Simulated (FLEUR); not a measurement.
Runs of FLEUR MaX-R8.1 (patched build s14) on P. The structure is orthorhombic, space group Cmce (No. 64). The conventional cell has a = 3.295 Å, b = 10.930 Å, c = 4.544 Å, α = 90.00°, β = 90.00°, γ = 90.00°. P (site symmetry m) is surrounded by 3 P at 2.20 to 2.25 Å. 

```csv
task,level,k mesh,gmax,muffin-tin radii,max iterations,mixing factor,mixer,kmax,mesh quality,gap on the mesh (eV),V0 of scaled cells (Å³/atom),B0 (GPa)
single point,HSE06,3 × 3 × 2,13.3 1/bohr,P 1.93 bohr,30,0.05,Anderson,4.3 1/bohr,coarse,1.35,-,-
equation of state,PW91,8 × 8 × 6,13.8 1/bohr,P 1.87 bohr,-,-,-,4.44 1/bohr,not flagged,-,21.05,(b)
equation of state,LDA (Moruzzi-Janak-Williams),8 × 8 × 6,16.2 1/bohr,P 1.87 bohr,-,-,-,5.24 1/bohr,not flagged,-,19.96,80
band structure,RPBE,8 × 8 × 6,13.3 1/bohr,P 1.93 bohr,60,0.05,Anderson,4.3 1/bohr,not flagged,0.29,-,-
band structure,LDA (Moruzzi-Janak-Williams),8 × 8 × 6,15.7 1/bohr,P 1.93 bohr,60,0.05,Anderson,5.08 1/bohr,not flagged,0.03,-,-
single point,PBE,3 × 3 × 2,13.3 1/bohr,P 1.93 bohr,60,0.05,Anderson,4.3 1/bohr,coarse,0.65,-,-
equation of state,RPBE,8 × 8 × 6,13.8 1/bohr,P 1.87 bohr,-,-,-,4.44 1/bohr,not flagged,-,(a),64
band structure,PW91,8 × 8 × 6,13.3 1/bohr,P 1.93 bohr,60,0.05,Anderson,4.3 1/bohr,not flagged,0.10,-,-
```

Alike in all rows: potentials or basis all-electron, FLAPW; no spin polarisation; cell as given; smearing fermi-dirac 0.05 eV.

Q: Estimate the missing entries.

A: (a) 21.57; (b) 69.

Caveats: some runs use coarse meshes; the cell was scaled at fixed shape and fractional positions, which overstates the stiffness of a crystal with free parameters, most of all of layers and chains (some runs); an odd mesh through Γ misses points on the zone boundary, where band edges often lie (some runs); the plane-wave cutoff is short for the semicore states, which can make moduli rough (some runs); core states are solved in the semilocal potential (some runs).

The runs were made with more than one version of the program.
